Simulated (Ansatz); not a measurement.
**Bi: distorted cells**

Method: DFT PBEsol, scalar-relativistic, plane waves, PAW (Ansatz).

Cutoff 420 eV; k points 10×10×14 on the computed 2-atom cell (Γ-centred); Gaussian smearing, width 0.10 eV; no spin polarisation.

Reference cell:

```yaml
crystal:
  lattice:
    - [3.33628, -3.05540, 0.00000]
    - [3.33628, 3.05540, 0.00000]
    - [-1.15098, 0.00000, 3.09291]
  atoms:
    - { symbol: Bi, position: [0.25180, 0.25180, 0.14900] }
    - { symbol: Bi, position: [0.74820, 0.74820, 0.85100] }
```

Each variant moves atoms of this cell by the vectors given, if any (Å), and then applies a symmetric strain (tensor components, Cartesian axes). The reference cell isn't relaxed at this level. Energies are per atom at zero smearing, counted from the lowest variant. Pressure is positive in compression.

1. strain (xx yy zz yz xz xy, %) -4.30 2.56 -2.57 0.00 2.11 0.00; moves: Bi1 (-0.099, 0.000, -0.013); Bi2 (0.099, 0.000, 0.013)
2. strain (xx yy zz yz xz xy, %) 2.93 4.61 3.28 -0.75 -0.53 0.83; moves: Bi1 (0.098, -0.055, 0.223); Bi2 (-0.098, 0.055, -0.223)
3. strain (xx yy zz yz xz xy, %) -3.21 -1.67 -2.22 0.00 -1.00 0.00; moves: Bi1 (-0.030, 0.000, 0.001); Bi2 (0.030, 0.000, -0.001)

| result | ΔE (meV/atom) | P (GPa) | largest force (eV/Å) |
| --- | --- | --- | --- |
| A | 35.3 | 6.10 | 0.97 |
| B | 0.0 | 6.73 | 0.30 |
| C | 71.5 | -2.06 | 0.83 |

Problem. Which variant gave which result?

Solution. A is 1, B is 3, C is 2. The pressure falls as the cell grows: from the smallest volume to the largest the variants are 3, 1, 2.

Spin–orbit coupling is left out, which can shift energies with elements as heavy as these.

This form isn't the element's structure at ambient conditions.